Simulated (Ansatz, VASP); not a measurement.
**Two plane-wave programs on Ti**

INCAR

```
ALGO     = Fast           # electronic algorithm
EDIFF    = 1E-6           # SCF threshold, eV
ENCUT    = 520            # plane-wave cutoff, eV
GGA      = PS             # functional
ISIF     = 2              # what is computed and relaxed
ISMEAR   = 0              # smearing method
LASPH    = True           # aspherical terms in the spheres
LCHARG   = True           # write CHGCAR
LELF     = True           # ELF
LREAL    = False          # projectors in reciprocal space
LVHAR    = True         
LWAVE    = False          # write WAVECAR
NBANDS   = 12             # bands
NELM     = 100            # most SCF steps
PREC     = Accurate       # precision mode
SIGMA    = 0.15           # smearing width, eV
```

Contents of KPOINTS:

```
k-points
0
Gamma
  22 22 22
```

The input POSCAR:

```
Ti
1.0
   -1.6049504194      1.6049504194      1.6049504194
    1.6049504194     -1.6049504194      1.6049504194
    1.6049504194      1.6049504194     -1.6049504194
Ti
1
Direct
    0.0000000000      0.0000000000      0.0000000000
```

Input for Ansatz:

```yaml
crystal:
  lattice:
    - [-1.6049504194, 1.6049504194, 1.6049504194]
    - [1.6049504194, -1.6049504194, 1.6049504194]
    - [1.6049504194, 1.6049504194, -1.6049504194]
  atoms:
    - { symbol: Ti, position: [0.0, 0.0, 0.0] }
basis:
  ecutwfc: 520.0
kpoints:
  mp_grid: { grid: [22, 22, 22] }
hamiltonian:
  xc: pbesol
  pseudopotentials: { kind: paw, azcp: { folder: soft_1 } }
scf:
  occupations: { method: gaussian, width: 0.15 }
output:
  forces: true
  stress: true
  eigenvalues: true
  write_density: true
  write_potential: true
  elf: true
  volumetric_format: npy
```

This isn't the form of Ti at room conditions, which is hcp.

Alike in both runs: task single point; functional PBEsol; k mesh 22 × 22 × 22; occupations gaussian, width 0.15 eV; no spin polarisation.

|  | VASP | Ansatz |
| --- | --- | --- |
| version | VASP 6.6.1 | Ansatz 0.2.0 |
| potentials or method | VASP PAW PBE potentials, release 64 (Ti_sv) | scalar-relativistic, plane waves, PAW |
| plane-wave cutoff (eV) | 520 | 520 |
| valence electrons in the cell | 12 | 12 |

Ansatz gave:

```
gap on the k mesh at the Fermi level (eV) : none
pressure (GPa)                            : 0.0
```

Task: Which values does VASP return?

Result: gap on the k mesh at the Fermi level (eV): none; pressure (GPa): -0.4.

A gap of «none» marks a metal or a gap that the smearing closes. The functional is the same, so the differences come from potentials, cutoffs and numerics. Ansatz warned: «pseudo_functional_mismatch».

Caveats: the PAW data sets were made with another functional, which shifts forces and pressure a little (VASP).
